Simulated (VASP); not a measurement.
Si:

```xyz
2
Lattice="0.0000 2.7219 2.7219 2.7219 0.0000 2.7219 2.7219 2.7219 0.0000" Properties=species:S:1:pos:R:3 pbc="T T T"
Si    2.7219    2.7219    2.7219
Si    4.0828    4.0828    4.0828
```

```yaml
Program: VASP 6.6.1
Task: relaxation of cell and atoms
Functional: RPBE
Potentials_or_basis: VASP PAW PBE potentials, release 64 (Si)
Cutoff: 600 eV
k_mesh: 8 × 8 × 8
Occupations: fermi-dirac, width 0.05 eV
Spin: no spin polarisation
```

At the start: pressure 2.7 GPa; volume 20.16 Å³/atom.

How do energy, volume and symmetry change on relaxing?

Over 3 steps the energy falls by 4.9 meV/atom and the volume is 20.77 Å³/atom (+3.0 %); space group Fd-3m (No. 227, to 0.05 Å).

The path:
```
step  energy change (eV)  largest force (eV/Å)  pressure (GPa)  volume (Å³)
   1              0.0000                0.0000            2.69        40.33
   2             -0.0059                0.0000           -1.56        42.34
   3             -0.0099                0.0000            0.02        41.54
```

Final structure:
```
CELL_PARAMETERS angstrom
0.00000 2.74879 2.74879
2.74879 0.00000 2.74879
2.74879 2.74879 0.00000
ATOMIC_POSITIONS crystal
Si 0.50000 0.50000 0.50000
Si 0.75000 0.75000 0.75000
```

Caveat: the PAW data sets were made with another functional, which shifts forces and pressure a little.
